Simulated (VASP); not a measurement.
Write the native input for VASP 6.6.1 that does the following.

```yaml
Task: single point
Functional: PBE
Potentials_or_basis: VASP PAW PBE potentials, release 64 (Ga_d, P)
Cutoff: 520 eV
k_mesh: 8 × 8 × 8
Occupations: gaussian, width 0.017 eV
Spin: no spin polarisation
Further_INCAR_settings: ALGO = Fast; EDIFF = 1e-06; NBANDS = 16
```

The structure of GaP lies in POSCAR:

```
GaP
1.0
    0.0000000000      2.7252500000      2.7252500000
    2.7252500000      0.0000000000      2.7252500000
    2.7252500000      2.7252500000      0.0000000000
Ga P
1 1
Direct
    0.0000000000      0.0000000000      0.0000000000
    0.7500000000      0.7500000000      0.7500000000
```

One way to write it, as run:

INCAR

```
  PREC = Accurate
  ENCUT = 520
  EDIFF = 1E-6
  ISMEAR = 0
  SIGMA = 0.017
  LREAL = False
  LASPH = True
  NELM = 80
  ALGO = Fast
  ISIF = 2
  LWAVE = False
  LCHARG = False
  GGA = PE
  NBANDS = 16
```

KPOINTS

```
Automatic mesh
0
Gamma
  8 8 8
```

Potentials or basis: VASP PAW PBE potentials, release 64 (Ga_d, P).

The run is started by

```bash
$ cat potpaw_PBE.64/Ga_d/POTCAR potpaw_PBE.64/P/POTCAR > POTCAR
$ mpirun -np 1 vasp_std > vasp.out
```

Results of the run:

```json
{
  "Pressure": "2.4 GPa",
  "Band gap on the k mesh": "1.64 eV, indirect (least direct gap 1.83 eV)"
}
```

Run time: 27 s on 1 thread of Intel(R) Xeon(R) Platinum 8259CL CPU @ 2.50GHz (Skylake/Cascade Lake) (shared host), peak memory 0.16 GiB.
